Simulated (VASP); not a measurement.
Sn:

```
Sn
1.0
    -1.72654    1.77555    2.33834
     1.72654   -1.77555    2.33834
     1.72654    1.77555   -2.33834
Sn
1
Direct
  0.00000 0.00000 0.00000
```

This isn't the form of Sn at room conditions, which is tetragonal (white tin).

| Item | Value |
| --- | --- |
| Program | VASP 6.6.1 |
| Task | relaxation of cell and atoms |
| Functional | PBE |
| Potentials or basis | VASP PAW PBE potentials, release 64 (Sn_d) |
| Cutoff | 600 eV |
| k mesh | 16 × 16 × 16 |
| Occupations | gaussian, width 0.1 eV |
| Spin | no spin polarisation |

At the start: pressure -1.0 GPa; volume 28.67 Å³/atom.

Q: How do energy, volume and symmetry change on relaxing?

A: Over 41 steps the energy falls by 4.1 meV/atom and the volume is 27.94 Å³/atom (-2.6 %); space group I4/mmm (No. 139, to 0.05 Å).

Step by step:
| step | energy change (eV) | largest force (eV/Å) | pressure (GPa) | volume (Å³) |
| --- | --- | --- | --- | --- |
| 1 | 0.0000 | 0.0000 | -0.96 | 28.67 |
| 3 | -0.0025 | 0.0000 | 0.11 | 27.95 |
| 5 | -0.0033 | 0.0000 | 0.10 | 27.95 |
| 7 | -0.0033 | 0.0000 | 0.10 | 27.95 |
| 9 | -0.0033 | 0.0000 | -0.05 | 28.02 |
| 11 | -0.0033 | 0.0000 | -0.01 | 28.01 |
| 13 | -0.0033 | 0.0000 | 0.00 | 28.01 |
| 15 | -0.0034 | 0.0000 | -0.02 | 28.02 |
| 17 | -0.0035 | 0.0000 | -0.06 | 28.01 |
| 19 | -0.0035 | 0.0000 | 0.27 | 27.81 |
| 21 | -0.0035 | 0.0000 | 0.17 | 27.90 |
| 23 | -0.0035 | 0.0000 | 0.12 | 27.93 |
| 25 | -0.0035 | 0.0000 | 0.10 | 27.91 |
| 27 | -0.0037 | 0.0000 | 0.17 | 27.83 |
| 29 | -0.0039 | 0.0000 | 0.28 | 27.77 |
| 31 | -0.0039 | 0.0000 | 0.30 | 27.75 |
| 33 | -0.0039 | 0.0000 | 0.29 | 27.77 |
| 35 | -0.0041 | 0.0000 | 0.05 | 27.90 |
| 37 | -0.0041 | 0.0000 | -0.05 | 27.95 |
| 39 | -0.0041 | 0.0000 | -0.04 | 27.94 |
| 41 | -0.0041 | 0.0000 | -0.01 | 27.94 |

Final structure:
```
Sn
1.0
    -1.77850    1.77754    2.20911
     1.77850   -1.77754    2.20911
     1.77850    1.77754   -2.20911
Sn
1
Direct
  0.00000 0.00000 0.00000
```
